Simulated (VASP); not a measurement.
The system is Ru.

```xyz
2
Lattice="2.7058 0.0000 0.0000 -1.3529 2.3433 0.0000 0.0000 0.0000 4.2819" Properties=species:S:1:pos:R:3 pbc="T T T"
Ru    1.3529    0.7811    3.2114
Ru    0.0000    1.5622    1.0705
```

Base run:

```yaml
Program: VASP 6.6.1
Functional: PW91
Potentials_or_basis: VASP PAW PBE potentials, release 64 (Ru_pv)
Cutoff: 520 eV
k_mesh: 11 × 11 × 6
Occupations: fermi-dirac, width 0.05 eV
Spin: no spin polarisation
```

Its results: pressure 6.2 GPa.

The run is repeated on the same cell with these changes: functional from PW91 to revPBE; further incar settings from ALGO = Fast; EDIFF = 1e-06 to ALGO = Normal; EDIFF = 1e-07. What comes out?

Pressure 7.7 GPa.

Caveats: the PAW data sets were made with another functional, which shifts forces and pressure a little.
